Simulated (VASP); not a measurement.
A run of VASP 6.6.1 is set up as follows.

File INCAR:

```
ALGO     = Fast           # electronic algorithm
EDIFF    = 1E-8           # SCF threshold, eV
ENCUT    = 520            # plane-wave cutoff, eV
GGA      = PE             # functional
IBRION   = 6              # ionic algorithm
ISIF     = 3              # what is computed and relaxed
ISMEAR   = 0              # smearing method
KPAR     = 4            
LASPH    = True           # aspherical terms in the spheres
LCHARG   = False          # write CHGCAR
LREAL    = False          # projectors in reciprocal space
LWAVE    = False          # write WAVECAR
NBANDS   = 16             # bands
NELM     = 100            # most SCF steps
NFREE    = 2            
NSW      = 1              # ionic steps
POTIM    = 0.015          # step
PREC     = Accurate       # precision mode
SIGMA    = 0.02           # smearing width, eV
```

The input KPOINTS:

```
k-points
0
Gamma
  9 9 4
```

File POSCAR:

```
AlN                                     
1.0
    3.1285866466      0.0000000000      0.0000000000
   -1.5642933233      2.7094355119      0.0000000000
    0.0000000000      0.0000000000      5.0163647415
  Al              N             
     2     2
Direct
     0.3333333300000021    0.6666666699999979    0.9992556600160398
     0.6666666699999979    0.3333333300000021    0.4992556600160398
     0.3333333300000021    0.6666666699999979    0.3807443399839627
     0.6666666699999979    0.3333333300000021    0.8807443399839627
```

Potentials or basis: VASP PAW PBE potentials, release 64 (Al, N).

Launch:

```bash
$ cat potpaw_PBE.64/Al/POTCAR potpaw_PBE.64/N/POTCAR > POTCAR
$ mpirun -np 4 vasp_std > vasp.out
```

Task: Predict the highest phonon frequency at Γ, LO-TO splitting left out.

Result: 707 cm⁻¹.

Task: Estimate the Voigt bulk modulus.

Result: 195 GPa.

Clamped-ion elastic tensor (GPa):
```
440  97  62   0   0   0
 97 440  62   0   0   0
 62  62 435   0   0   0
  0   0   0 125   0   0
  0   0   0   0 125   0
  0   0   0   0   0 171
```
